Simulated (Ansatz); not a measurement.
The calculation used DFT PBE, scalar-relativistic, plane waves, PAW in Ansatz. Cutoff 420 eV, Γ-centred meshes of about 0.25 Å⁻¹ or finer for metals and 0.3 Å⁻¹ for insulators (2π included), Gaussian smearing. No spin polarisation.

Temperature and zero-point effects are left out.

Compare these two cells of HfC5, each relaxed at this level.

1. Space group Pmmm (No. 47), orthorhombic, a = 4.325 Å, b = 4.797 Å, c = 8.238 Å. Hf on its first site has 2 C at 2.16 Å and 2 C at 2.40 Å; Hf on its second site is surrounded by 2 C at 2.16 Å and 2 C at 2.40 Å; C on a site of symmetry 2mm has 3 C at 1.40–1.43 Å; C on a site of symmetry m is surrounded by 3 C at 1.40–1.43 Å; around C on a second site of symmetry 2mm lie 3 C at 1.40–1.43 Å; 2 more sites not described.

2. Space group P4/mmm (No. 123), tetragonal, a = 3.353 Å, c = 7.281 Å. Around Hf lie 4 C at 2.37 Å; around C on a site of symmetry m2m lie 1 C at 1.34 Å and 2 C at 1.43 Å; C on a site of symmetry 4/mmm is surrounded by 4 Hf at 2.37 Å.

Task: Which form is favoured at zero pressure, and by what margin per atom?

Result: Cell 1 is lower, by 0.39 eV/atom. Cell 1 has space group Pmmm (No. 47), 14.2 Å³/atom and no gap on its mesh; cell 2 has space group P4/mmm (No. 123), 13.6 Å³/atom and no gap. Counting C atoms around Hf (those within 1.25 times the shortest such distance or 1.15 times the sum of covalent radii, 1.27 where that leaves under three; a plus sign parts nearer from farther groups), cell 1 has Hf 2+2 and cell 2 has Hf 4. Cell 1 and cell 2 both hold C–C nets. Even the lower one lies +0.22 eV/atom against the reference forms of the elements (uncorrected), so neither is stable at this level. Both come from trial cells of a structure search.

No dispersion correction is applied, so the spacing and binding between layers, chains or molecules are poorly described (Pmmm, P4/mmm), and this can change margins and order among such cells. Spin–orbit coupling, which can matter for Hf, is left out. Cells relaxed within their symmetry can be saddle points.
